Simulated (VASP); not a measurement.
# TaC (Fm-3m) in VASP: notebook

One crystal, TaC, is run at these levels: r2SCAN, PBE+D3(BJ), PBEsol; tasks: relaxation of cell and atoms.

Everything below comes from runs of VASP 6.6.1. Logs are shortened: lines on timing, memory, paths and dates and some standing lists are left out, and cuts for length are marked.

## 1. Starting point

Symmetry: Fm-3m, No. 225, cubic system. The conventional cell has a = 4.390 Å, b = 4.390 Å, c = 4.390 Å, α = 90.00°, β = 90.00°, γ = 90.00°. Ta (site symmetry m-3m) has 6 C at 2.20 Å as nearest neighbours. C (site symmetry m-3m) is surrounded by 6 Ta at 2.20 Å.

## 2. Relaxation of cell and atoms, r2SCAN, target pressure 19.7 GPa, at which the enthalpy is minimised

INCAR reads:

```
SYSTEM = TaC
PREC = Accurate
ENCUT = 600
EDIFF = 1E-7
ISMEAR = 1
SIGMA = 0.1
LREAL = .False.
LASPH = .True.
NELM = 80
ALGO = Normal
ISIF = 3
LWAVE = .False.
LCHARG = .False.
METAGGA = R2SCAN
LMIXTAU = .True.
IBRION = 2
NSW = 90
EDIFFG = -0.005
PSTRESS = 197.0
```

KPOINTS reads:

```
regular mesh
0
Gamma
  14 14 14
  0 0 0
```

POSCAR reads:

```
TaC                                     
1.0
   -0.0000000000      2.1952124297      2.1952124297
    2.1952124297     -0.0000000000      2.1952124297
    2.1952124297      2.1952124297      0.0000000000
  Ta              C             
     1     1
Direct
     0.0000000000000000    0.0000000000000000    0.0000000000000000
     0.5000000000000000    0.5000000000000000    0.5000000000000000
```

Potentials or basis: VASP PAW PBE potentials, release 64 (Ta_pv, C).

Run with:

```console
$ cat potpaw_PBE.64/Ta_pv/POTCAR potpaw_PBE.64/C/POTCAR > POTCAR
$ mpirun -np 1 vasp_std > vasp.out
```

OUTCAR:

```text
SYSTEM = TaC
   PREC = Accurate
   ENCUT = 600
   EDIFF = 1E-7
   ISMEAR = 1
   LREAL = .False.
   LASPH = .True.
   NELM = 80
   ISIF = 3
   METAGGA = R2SCAN
   IBRION = 2
   NSW = 90
   EDIFFG = -0.005
   PSTRESS = 197.0

 ion  position               nearest neighbor table
   1  0.000  0.000  0.000-   2 2.20   2 2.20   2 2.20   2 2.20   2 2.20   2 2.20
   2  0.500  0.500  0.500-   1 2.20   1 2.20   1 2.20   1 2.20   1 2.20   1 2.20

  LATTYP: Found a face centered cubic cell.
 ALAT       =     4.3904248594

  Lattice vectors:

 A1 = (   0.0000000000,   2.1952124297,   2.1952124297)
 A2 = (   2.1952124297,   0.0000000000,   2.1952124297)
 A3 = (   2.1952124297,   2.1952124297,   0.0000000000)

Analysis of symmetry for initial positions (statically):
=====================================================================
 Subroutine PRICEL returns:
 Original cell was already a primitive cell.

 Routine SETGRP: Setting up the symmetry group for a
 face centered cubic supercell.

 Subroutine GETGRP returns: Found 48 space group operations
 (whereof 48 operations were pure point group operations)
 out of a pool of 48 trial point group operations.

The static configuration has the point symmetry O_h .

Analysis of symmetry for dynamics (positions and initial velocities):
=====================================================================
 Subroutine PRICEL returns:
 Original cell was already a primitive cell.

 Routine SETGRP: Setting up the symmetry group for a
 face centered cubic supercell.

 Subroutine GETGRP returns: Found 48 space group operations
 (whereof 48 operations were pure point group operations)
 out of a pool of 48 trial point group operations.

The dynamic configuration has the point symmetry O_h .

 Subroutine INISYM returns: Found 48 space group operations
 (whereof 48 operations are pure point group operations),
 and found     1 'primitive' translations

----------------------------------------------------------------------------------------

                                     Primitive cell

  volume of cell :      21.1573

  direct lattice vectors                    reciprocal lattice vectors
     0.000000000  2.195212430  2.195212430    -0.227768390  0.227768390  0.227768390
     2.195212430  0.000000000  2.195212430     0.227768390 -0.227768390  0.227768390
     2.195212430  2.195212430  0.000000000     0.227768390  0.227768390 -0.227768390

  length of vectors
     3.104499190  3.104499190  3.104499190     0.394506423  0.394506423  0.394506423

  position of ions in fractional coordinates (direct lattice)
     0.000000000  0.000000000  0.000000000
     0.500000000  0.500000000  0.500000000

  ion indices of the primitive-cell ions
   primitive index   ion index
                 1           1
                 2           2

----------------------------------------------------------------------------------------

 KPOINTS: regular mesh

Automatic generation of k-mesh.
 Grid dimensions read from file:
 generate k-points for:   14   14   14

 Generating k-lattice:

  Cartesian coordinates                     Fractional coordinates (reciprocal lattice)
    -0.016269171  0.016269171  0.016269171     0.071428571  0.000000000  0.000000000
     0.016269171 -0.016269171  0.016269171     0.000000000  0.071428571  0.000000000
     0.016269171  0.016269171 -0.016269171     0.000000000  0.000000000  0.071428571

  Length of vectors
     0.028179030  0.028179030  0.028179030

  Shift w.r.t. Gamma in fractional coordinates (k-lattice)
     0.000000000  0.000000000  0.000000000

 Subroutine IBZKPT returns following result:
 ===========================================

 Found    104 irreducible k-points:

 Following reciprocal coordinates:
            Coordinates               Weight
  0.000000  0.000000  0.000000      1.000000
  0.071429  0.000000  0.000000      8.000000
  0.142857  0.000000  0.000000      8.000000
  0.214286  0.000000  0.000000      8.000000
  0.285714  0.000000  0.000000      8.000000
  0.357143  0.000000  0.000000      8.000000
[... 16 lines left out ...]
  0.214286  0.142857  0.000000     24.000000
  0.285714  0.142857  0.000000     24.000000
 [... further k-points ...]
   k-points           NKPTS =    104   k-points in BZ     NKDIM =    104   number of bands    NBANDS=     11
   number of dos      NEDOS =    301   number of ions     NIONS =      2
   total plane-waves  NPLWV =  21952
   dimension x,y,z NGX =    28 NGY =   28 NGZ =   28
   dimension x,y,z NGXF=    56 NGYF=   56 NGZF=   56
   ions per type =               1   1
   NGX,Y,Z   is equivalent  to a cutoff of  14.99, 14.99, 14.99 a.u.
   NGXF,Y,Z  is equivalent  to a cutoff of  29.99, 29.99, 29.99 a.u.
 SYSTEM =  TaC
   PREC   = accura    normal or accurate (medium, high low for compatibility)
   ISTART =      0    job   : 0-new  1-cont  2-samecut
   ICHARG =      2    charge: 1-file 2-atom 10-const
   ISPIN  =      1    spin polarized calculation?
   LNONCOLLINEAR =      F non collinear calculations
   LSORBIT =      F    spin-orbit coupling
   LASPH  =      T    aspherical Exc in radial PAW
   ENCUT  =  600.0 eV  44.10 Ry    6.64 a.u.   6.20  6.20  6.20*2*pi/ulx,y,z
   NELM   =     80;   NELMIN=  2; NELMDL= -5     # of ELM steps
   EDIFF  = 0.1E-06   stopping-criterion for ELM
   LREAL  =      F    real-space projection
   EDIFFG = -.5E-02   stopping-criterion for IOM
   NSW    =     90    number of steps for IOM
   IBRION =      2    ionic relax: 0-MD 1-quasi-New 2-CG
   NFREE  =      1    steps in history (QN), initial steepest desc. (CG)
   ISIF   =      3    stress and relaxation
   ISYM   =      2    0-nonsym 1-usesym 2-fastsym
   POTIM  = 0.5000    time-step for ionic-motion
   TEBEG  =    0.0;   TEEND  =   0.0 temperature during run
   PSTRESS=  197.0 pullay stress
   NELECT =      15.0000    total number of electrons
   NUPDOWN=      -1.0000    fix difference up-down
   EMIN   =  10.00;   EMAX   =-10.00  energy-range for DOS
   EFERMI =   0.00;   METHOD = LEGACY
   ISMEAR =     1;   SIGMA  =   0.10  broadening in eV -4-tet -1-fermi 0-gaus
   EFERMI_NEDOS =   21; number of points for ismear=-14 and -15
   IALGO  =     38    algorithm
   IMIX   =      4    mixing-type and parameters
     AMIX     =   0.40;   BMIX     =  1.00
     AMIX_MAG =   1.60;   BMIX_MAG =  1.00
  volume/ion in A,a.u.               =      10.58        71.39
  Fermi-wavevector in a.u.,A,eV,Ry     =   1.459773  2.758571 28.993166  2.130938
  Thomas-Fermi vector in A             =   2.576301
   LORBIT       =      0    0 simple, 1 ext, 2 COOP (PROOUT), +10 PAW based schemes
   METAGGA = R2SCAN    functional components
   LHFCALC =     F    Hartree Fock is set to
   AEXX    =    0.0000 exact exchange contribution
   IVDW    =     0    specifies the selected vdW correction
   LEPSILON=     F    determine dielectric tensor
   LRPA    =     F    only Hartree local field effects (RPA)
 conjugate gradient relaxation of ions
 non-spin polarized calculation
 Methfessel and Paxton  Order N= 1 SIGMA  =   0.10
  energy-cutoff  :      600.00
  volume of cell :       21.16
 maximum number of plane-waves:       725
 NGX is ok and might be reduce to    28
   NGX = 13   NGY = 13   NGZ = 13

 number of electron      15.0000000 magnetization

 Free energy of the ion-electron system (eV)
  ---------------------------------------------------
  ext. energy  EPLUGINS =         0.00000000
  ---------------------------------------------------
  free energy    TOTEN  =       -59.78748539 eV

  energy without entropy =      -59.78683069  energy(sigma->0) =      -59.78726716

 E-fermi :   9.0210     XC(G=0): -14.5146

 val. band max:        9.0171148038   @ k =   0.1429   0.0714   0.0000
 cond. band min:       9.0544347704   @ k =  -0.4286   0.3571   0.1429
 fundamental gap:      0.0373199667
 Fermi energy:         9.0210105405

 k-point     1 :       0.0000    0.0000    0.0000
  band No.  band energies     occupation
      1     -27.3772      2.00000
      2     -27.3772      2.00000
      3     -27.3772      2.00000
      4      -7.1637      2.00000
      5       7.4733      2.00000
      6       7.4733      2.00000
      7       7.4733      2.00000
      8       8.2573      2.00000
      9       8.2573      2.00000
     10       8.2573      2.00000
     11       9.5652     -0.00000

 k-point     2 :       0.0714    0.0000    0.0000
  band No.  band energies     occupation
      1     -27.4241      2.00000
      2     -27.3816      2.00000
      3     -27.3816      2.00000
      4      -7.0048      2.00000
      5       6.6187      2.00000
      6       6.9946      2.00000
      7       6.9946      2.00000
      8       7.9477      2.00000
      9       7.9477      2.00000
     10       8.7990      2.00736
     11      10.6697     -0.00000

 k-point     3 :       0.1429    0.0000    0.0000
  band No.  band energies     occupation
      1     -27.5532      2.00000
      2     -27.3939      2.00000
      3     -27.3939      2.00000
      4      -6.5455      2.00000
      5       5.2872      2.00000
      6       5.8338      2.00000
      7       5.8338      2.00000
      8       8.3045      2.00000
      9       8.3045      2.00000
     10       9.3435     -0.00005
     11      12.4017      0.00000
[... 267 lines left out ...]
 k-point    23 :       0.2143    0.1429    0.0000
  band No.  band energies     occupation
      1     -27.6567      2.00000
      2     -27.4621      2.00000
      3     -27.4523      2.00000
      4      -5.9153      2.00000
      5       3.3873      2.00000
      6       5.4595      2.00000
      7       5.9591      2.00000
      8       6.9884      2.00000
      9       9.9929     -0.00000
     10      11.0038     -0.00000
     11      11.7284      0.00000

 k-point    24 :       0.2857    0.1429    0.0000
  band No.  band energies     occupation
      1     -27.8176      2.00000
      2     -27.4870      2.00000
      3     -27.4721      2.00000
      4      -5.2592      2.00000
      5       2.5398      2.00000
      6       4.4898      2.00000
      7       5.1910      2.00000
      8       7.5824      2.00000
      9      10.5734     -0.00000
     10      11.5008      0.00000
     11      13.2842      0.00000

 [... further k-points ...]

------------------------ aborting loop because EDIFF is reached ----------------------------------------

  FORCE on cell =-STRESS in cart. coord.  units (eV):
  Direction    XX          YY          ZZ          XY          YZ          ZX
  --------------------------------------------------------------------------------------
  -------------------------------------------------------------------------------------
  Total        2.5919306      2.5919306      2.5919306      0.0000000      0.0000000      0.0000000
  in kB      196.2792105    196.2792105    196.2792105      0.0000000      0.0000000      0.0000000
  external PRESSURE =      -0.7207895 kB  Pullay stress =     197.0000000 kB

 VOLUME and BASIS-vectors are now :
 -----------------------------------------------------------------------------
  energy-cutoff  :      600.00
  volume of cell :       21.16
      direct lattice vectors                 reciprocal lattice vectors
     0.000000000  2.195212430  2.195212430    -0.227768390  0.227768390  0.227768390
     2.195212430  0.000000000  2.195212430     0.227768390 -0.227768390  0.227768390
     2.195212430  2.195212430  0.000000000     0.227768390  0.227768390 -0.227768390

 POSITION                                       TOTAL-FORCE (eV/Angst)
 -----------------------------------------------------------------------------------
      0.00000      0.00000      0.00000         0.000000      0.000000      0.000000
      2.19521      2.19521      2.19521        -0.000000     -0.000000     -0.000000
 -----------------------------------------------------------------------------------
    total drift:                                0.000000      0.000000      0.000000

  FREE ENERGIE OF THE ION-ELECTRON SYSTEM (eV)
  ---------------------------------------------------
  free  energy   TOTEN  =       -59.7874853923 eV

  energy  without entropy=      -59.7868306941  energy(sigma->0) =      -59.78726716

  enthalpy is  TOTEN    =       -57.1860364972 eV   P V=        2.6014488951

 reached required accuracy - stopping structural energy minimisation
```

It took 82 s on 1 thread of Intel Xeon 6975P-C (Granite Rapids), shared host; peak memory 0.19 GiB.

What came out:

```
Free energy             : -59.7875 eV
Pressure after relaxing : 19.6 GPa
Band gap on the k mesh  : none (metal or under the smearing width)
```

Final structure:
```cif
data_structure
_symmetry_space_group_name_H-M 'P 1'
_symmetry_Int_Tables_number 1
_cell_length_a 3.1045
_cell_length_b 3.1045
_cell_length_c 3.1045
_cell_angle_alpha 60.000
_cell_angle_beta 60.000
_cell_angle_gamma 60.000
_cell_volume 21.16
loop_
_atom_site_label
_atom_site_type_symbol
_atom_site_fract_x
_atom_site_fract_y
_atom_site_fract_z
_atom_site_occupancy
Ta1 Ta 0.00000 0.00000 0.00000 1
C1 C 0.50000 0.50000 0.50000 1
```

Caveat: the relaxation stopped at its first step, so nothing moved; the cell is relaxed towards a set pressure, so the enthalpy falls and the energy may rise; the PAW data sets were made with another functional, which shifts forces and pressure a little.

## 3. Relaxation of cell and atoms, PBE+D3(BJ)

This run uses another cell than the first one, of 10.99 Å³/atom, 1.038 times its volume.

INCAR reads:

```
SYSTEM = TaC
ALGO     = Normal         ! electronic algorithm
EDIFF    = 1E-6           ! SCF threshold, eV
EDIFFG   = -0.01          ! ionic threshold
ENCUT    = 600            ! plane-wave cutoff, eV
GGA      = PE             ! functional
IBRION   = 2              ! ionic algorithm
ISIF     = 3              ! what is computed and relaxed
ISMEAR   = 1              ! smearing method
IVDW     = 12             ! dispersion correction
LASPH    = .True.         ! aspherical terms in the spheres
LCHARG   = .False.        ! write CHGCAR
LREAL    = .False.        ! projectors in reciprocal space
LWAVE    = .False.        ! write WAVECAR
NELM     = 80             ! most SCF steps
NSW      = 90             ! ionic steps
PREC     = Accurate       ! precision mode
SIGMA    = 0.1            ! smearing width, eV
```

KPOINTS reads:

```
k-points
0
Gamma
  14 14 14
  0 0 0
```

POSCAR reads:

```
TaC
1.0
    0.0000000000      2.2230000000      2.2230000000
    2.2230000000      0.0000000000      2.2230000000
    2.2230000000      2.2230000000      0.0000000000
Ta C
1 1
Direct
    0.0000000000      0.0000000000      0.0000000000
    0.5000000000      0.5000000000      0.5000000000
```

Potentials or basis: VASP PAW PBE potentials, release 64 (Ta_pv, C).

Run with:

```console
$ cat potpaw_PBE.64/Ta_pv/POTCAR potpaw_PBE.64/C/POTCAR > POTCAR
$ mpirun -np 1 vasp_std > vasp.out
```

Run time: 73 s. Hardware: 1 thread of Intel Xeon Platinum 8259CL at 2.50GHz (Skylake/Cascade Lake), shared host; peak memory 0.2 GiB.

It converged, with:

```
Free energy                            : -23.1129 eV
Relaxed volume                         : 11.00 Å³/atom
Relaxed cell                           : a = 3.145 Å, b = 3.145 Å, c = 3.145 Å, α = 60.00°, β = 60.00°, γ = 60.00°
Space group after relaxing (to 0.05 Å) : Fm-3m (No. 225)
Energy gained by relaxing              : 0.0 meV/atom
Ionic steps                            : 3
Pressure after relaxing                : 0.0 GPa
Band gap on the k mesh                 : none (metal or under the smearing width)
Dispersion energy per atom             : -0.462 eV
```

Final structure:
```xyz
2
Lattice="0.0000 2.2237 2.2237 2.2237 0.0000 2.2237 2.2237 2.2237 0.0000" Properties=species:S:1:pos:R:3 pbc="T T T"
Ta    0.0000    0.0000    0.0000
C     2.2237    2.2237    2.2237
```

Levels at points of the mesh, in eV from the Fermi level:
```tsv
k point	band 6	band 7	band 8	band 9	band 10	band 11
(0.00, 0.00, 0.00)	-1.44	-1.44	-0.59	-0.59	-0.59	0.57
(0.50, 0.00, 0.00)	-5.61	-5.61	2.65	2.65	3.64	5.32
(0.50, 0.50, 0.00)	-4.67	-1.88	-1.88	2.54	4.04	4.04
```

Caveat: pairwise dispersion overbinds metals, which lowers pressure and volume.

## 4. Relaxation of cell and atoms, PBE+D3(BJ)

This run uses another cell than the first one, of 11.00 Å³/atom, 1.039 times its volume.

INCAR, as its differences from that of step 3:

```diff
@@ -2,4 +2,4 @@
 ALGO     = Normal         ! electronic algorithm
-EDIFF    = 1E-6           ! SCF threshold, eV
-EDIFFG   = -0.01          ! ionic threshold
+EDIFF    = 1E-7           ! SCF threshold, eV
+EDIFFG   = -0.005         ! ionic threshold
 ENCUT    = 600            ! plane-wave cutoff, eV
```

KPOINTS is that of step 3.

POSCAR reads:

```
TaC                                     
1.0
   -0.0000000000      2.2236742104      2.2236742104
    2.2236742104     -0.0000000000      2.2236742104
    2.2236742104      2.2236742104      0.0000000000
  Ta              C             
     1     1
Direct
     0.0000000000000000    0.0000000000000000    0.0000000000000000
     0.5000000000000000    0.5000000000000000    0.5000000000000000
```

Run with:

```console
$ cat potpaw_PBE.64/Ta_pv/POTCAR potpaw_PBE.64/C/POTCAR > POTCAR
$ mpirun -np 1 vasp_std > vasp.out
```

Run time: 33 s. Hardware: 1 thread of Intel Xeon Platinum 8259CL at 2.50GHz (Skylake/Cascade Lake), shared host; peak memory 0.19 GiB.

Results (log left out):

| Item | Value |
| --- | --- |
| Free energy | -23.1129 eV |
| Pressure after relaxing | 0.0 GPa |
| Band gap on the k mesh | none (metal or under the smearing width) |
| Dispersion energy per atom | -0.462 eV |

Final structure:
```
CELL_PARAMETERS angstrom
0.00000 2.22367 2.22367
2.22367 0.00000 2.22367
2.22367 2.22367 0.00000
ATOMIC_POSITIONS crystal
Ta 0.00000 0.00000 0.00000
C 0.50000 0.50000 0.50000
```

Levels at points of the mesh, in eV from the Fermi level:
| k point | band 6 | band 7 | band 8 | band 9 | band 10 | band 11 |
| --- | --- | --- | --- | --- | --- | --- |
| (0.00, 0.00, 0.00) | -1.44 | -1.44 | -0.59 | -0.59 | -0.59 | 0.57 |
| (0.50, 0.00, 0.00) | -5.61 | -5.61 | 2.65 | 2.65 | 3.64 | 5.32 |
| (0.50, 0.50, 0.00) | -4.67 | -1.88 | -1.88 | 2.54 | 4.04 | 4.04 |

Caveat: the relaxation stopped at its first step, so nothing moved; pairwise dispersion overbinds metals, which lowers pressure and volume.

[end of part 1 of 2]
